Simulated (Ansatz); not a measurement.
# TaN: the cost of one run

Computed with Ansatz 0.2.0 (DFT PBE, scalar-relativistic, plane waves, PAW, unless a step's input says otherwise).

1 further run of the same task is left out (set aside as unsound or not needed).

## 1. The starting structure

It takes space group I4_1md (No. 109, tetragonal). Conventional cell: a = 3.473 Å, b = 3.473 Å, c = 11.749 Å, α = 90.00°, β = 90.00°, γ = 90.00°. Nb (site symmetry 2mm) is surrounded by 6 As at 2.63 to 2.64 Å. As (site symmetry 2mm) is surrounded by 6 Nb at 2.63 to 2.64 Å.

Structure file:

```cif
data_structure
_symmetry_space_group_name_H-M 'P 1'
_symmetry_Int_Tables_number 1
_cell_length_a 6.3674
_cell_length_b 6.3674
_cell_length_c 6.3674
_cell_angle_alpha 148.343
_cell_angle_beta 148.343
_cell_angle_gamma 45.379
_cell_volume 70.88
loop_
_atom_site_label
_atom_site_type_symbol
_atom_site_fract_x
_atom_site_fract_y
_atom_site_fract_z
_atom_site_occupancy
Nb1 Nb 0.74890 0.74890 0.00000 1
Nb2 Nb 0.49890 0.99890 0.50000 1
As1 As 0.16710 0.16710 0.00000 1
As2 As 0.91710 0.41710 0.50000 1
```

It is the result of an earlier relaxation at this level (volume 17.72 Å³/atom; gap on the mesh: none (metal)).

## 2. The substitution As → N, Nb → Ta

TaN starts from the relaxed positions of NbAs, with all lengths scaled by 0.898, a guess from tabulated radii.

## 3. A first look at the start (TaN)

The input, input.yaml:

```yaml
crystal:
  lattice:
    - [-1.5591721464, 1.5591721464, 5.2739497453]
    - [1.5591721464, -1.5591721464, 5.2739497453]
    - [1.5591721464, 1.5591721464, -5.2739497453]
  atoms:
    - { symbol: Ta, position: [0.7488964711, 0.7488964711, 0.0] }
    - { symbol: Ta, position: [0.4988964711, -0.0011035289, 0.5] }
    - { symbol: "N", position: [0.1671035289, 0.1671035289, 0.0] }
    - { symbol: "N", position: [0.9171035289, 0.4171035289, 0.5] }
basis:
  ecutwfc: 420
kpoints:
  mp_grid: { grid: [8, 8, 8] }
hamiltonian:
  xc: pbe
scf:
  occupations: { method: gaussian, width: 0.1 }
output:
  forces: true
  stress: true
  eigenvalues: true
```

Started as:

```bash
> ansatz run input.yaml --threads 1 --pin off --max-ram 2560MiB --backend cpu --events-out ev --progress --plain --runs-dir out
```

What time and memory should one allow on 1 thread of Intel Xeon 6975P-C (Granite Rapids), shared host?

About 2.5 s, with a peak of 0.4 GiB.
